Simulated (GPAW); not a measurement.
**ZrS2: relaxation of cell and atoms with PBEsol**

Crystal: ZrS2.

```
CELL_PARAMETERS angstrom
3.69138 0.00000 0.00000
-1.84569 3.19683 0.00000
0.00000 0.00000 6.04108
ATOMIC_POSITIONS crystal
Zr 0.00000 0.00000 0.00000
S 0.33333 0.66667 0.23791
S 0.66667 0.33333 0.76209
```

The cell is a database's computed one.

```json
{
  "Program": "GPAW 26.7.0",
  "Task": "relaxation of cell and atoms",
  "Functional": "PBEsol",
  "Potentials or basis": "PAW data sets generated in the run's folder for this functional",
  "Cutoff": "600 eV",
  "Basis": "pw",
  "k mesh": "6 × 6 × 3",
  "Occupations": "fermi-dirac, width 0.05 eV",
  "Spin": "no spin polarisation",
  "Target pressure": "10 GPa",
  "Maxiter": "150",
  "Optimizer": "BFGS",
  "Fmax": "0.02 eV/Å",
  "Max steps": "60",
  "Convergence": "density=1e-05 forces=0.0001"
}
```

```json
{
  "Relaxed volume": "18.48 Å³/atom",
  "Relaxed cell": "a = 3.484 Å, b = 3.484 Å, c = 5.273 Å, α = 90.00°, β = 90.00°, γ = 120.00°",
  "Space group after relaxing (to 0.05 Å)": "P-3m1 (No. 164)",
  "Energy change on relaxing (the enthalpy is what falls)": "+82.6 meV/atom",
  "Ionic steps": "11",
  "Pressure after relaxing": "10.0 GPa",
  "Band gap on the k mesh": "none (metal or under the smearing width)"
}
```

Step by step:
| step | energy change (eV) | largest force (eV/Å) | pressure (GPa) | volume (Å³) |
| --- | --- | --- | --- | --- |
| 1 | 0.0000 | 0.1817 | -2.74 | 71.29 |
| 2 | -0.0172 | 0.1553 | -0.21 | 69.39 |
| 3 | 0.1703 | 1.3885 | 10.60 | 62.81 |
| 4 | 0.1608 | 1.2818 | 10.49 | 62.24 |
| 5 | 0.2869 | 0.1391 | 10.67 | 56.10 |
| 6 | 0.2970 | 0.0669 | 9.89 | 55.73 |
| 7 | 0.3041 | 0.3099 | 9.13 | 55.26 |
| 8 | 0.2786 | 0.3937 | 8.61 | 55.27 |
| 9 | 0.2472 | 0.2158 | 8.92 | 55.51 |
| 10 | 0.2494 | 0.0411 | 9.83 | 55.42 |
| 11 | 0.2478 | 0.0004 | 9.97 | 55.44 |

Final structure:
```
Zr S
1.0
     3.48433    0.00000    0.00000
    -1.74217    3.01752    0.00000
     0.00000    0.00000    5.27341
Zr S
1 2
Direct
  0.00000 0.00000 0.00000
  0.33333 0.66667 0.28146
  0.66667 0.33333 0.71854
```

Levels at points of the mesh, in eV from the Fermi level:
| k point | band 10 | band 11 | band 12 | band 13 | band 14 | band 15 |
| --- | --- | --- | --- | --- | --- | --- |
| (0.00, 0.00, 0.00) | -0.38 | -0.38 | 0.20 | 1.15 | 1.15 | 1.54 |
| (0.50, 0.50, 0.00) | -3.01 | -2.66 | -2.14 | 0.15 | 3.35 | 3.86 |

Run time: 2.6 min on 1 thread of Arm Neoverse V1, on a shared host, peak memory 0.29 GiB.

Caveat: later steps reuse the first step's grids; the volume moved by over 15 % at a fixed basis, so the end points are rough; this functional lacks dispersion, which binds the layers, so the pressure and a relaxed spacing across them are unreliable.
